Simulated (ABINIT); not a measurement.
As in ABINIT: convergence with k mesh

The system is As.

```xyz
1
Lattice="2.7037 0.0000 0.0000 0.0000 2.7037 0.0000 0.0000 0.0000 2.7037" Properties=species:S:1:pos:R:3 pbc="T T T"
As    1.3518    1.3518    1.3518
```

This isn't the form of As at room conditions, which is rhombohedral.

```yaml
Program: ABINIT 10.8.3 (patched build)
Task: single point
Functional: BLYP
Potentials_or_basis: SPMS NC PBE v1.0
Cutoff: 925 eV
k_mesh: 2 × 2 × 2
Occupations: fermi-dirac, width 0.05 eV
Spin: no spin polarisation
```

These are the settings of the first run; the series varies k mesh, with any setting tied to it.

Hardware: 1 thread of Arm Neoverse V2, on a shared host.

```tsv
k mesh	energy less the tightest run, at zero smearing (meV/atom)	pressure (GPa)	SCF cycles	CPU time (s)	peak memory (GiB)
2 × 2 × 2	-2376.79	3.98	8	1.1	0.06
3 × 3 × 3	438.44	7.10	7	1.4	0.06
4 × 4 × 4	450.76	6.66	8	2.8	0.06
6 × 6 × 6	-30.10	8.95	8	5.5	0.06
8 × 8 × 8	20.72	8.88	8	9.7	0.06
9 × 9 × 9	1.77	7.77	8	10	0.06
10 × 10 × 10	-20.19	7.63	8	15	0.07
12 × 12 × 12	14.31	8.36	8	23	0.08
15 × 15 × 15	0.00	7.89	8	34	0.09
```

Not settled before the last step: the energy (to 1 meV/atom), the pressure (to 0.1 GPa). Meshes of other sizes hit other points, so gaps and Fermi surfaces needn't settle smoothly. The tightest run that finished is the yardstick and may itself not be fully converged.

Caveat, for the tightest run too: the potentials were made for another functional, which shifts forces and pressure.
